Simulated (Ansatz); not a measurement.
How MnS answers to pressure

```
Mn S
1.0
     0.00000    2.81971    2.81971
     2.81971    0.00000    2.81971
     2.81971    2.81971    0.00000
Mn S
1 1
Direct
  0.00000 0.00000 0.00000
  0.25000 0.25000 0.25000
```

The structure comes from a relaxation in the same program, started in the zincblende type, and has space group F-43m. Whether it is a known phase or the ground state wasn't checked.

Other magnetic orders may lie lower; this is the state that the run reached.

Theory: DFT, PBE, all-electron LAPW, scalar-relativistic (Ansatz 0.2.0).

The runs use a Γ-centred 12×12×12 k mesh, Fermi–Dirac smearing of 0.05 eV, basis error target 0.5 meV/atom, spin-polarised from start moments Mn1 4 μB.

The cell is scaled evenly with fractional coordinates held.

| V/V(cell) | P (GPa) | cell moment (μB) |
| --- | --- | --- |
| 0.9405 | 2.63 | 4.788 |
| 0.9800 | 1.02 | 4.921 |
| 1.0000 | 0.04 | 4.955 |
| 1.0200 | -0.96 | 4.977 |

From the rows at 0.9800 and 1.0200, what is the bulk modulus at the cell's volume?

B = −ΔP/Δln V = −[(-0.96) − (1.02)]/0.04001 = 49.5 GPa.

In a magnetic metal the moment, and with it the modulus, depend on the k mesh by some per cent, and the slopes vary along the table.

How does the moment scale with volume?

dln M/dln V = ln(4.977/4.921)/0.04001 = 0.28: expansion raises it.

Predict the row at V/V(cell) = 1.0600. How far is a linear estimate of P off?

P = -2.86 GPa, moment 4.995 μB. The linear estimate P(cell) − B ln(V/V(cell)) = -2.84 GPa misses by -0.02 GPa.
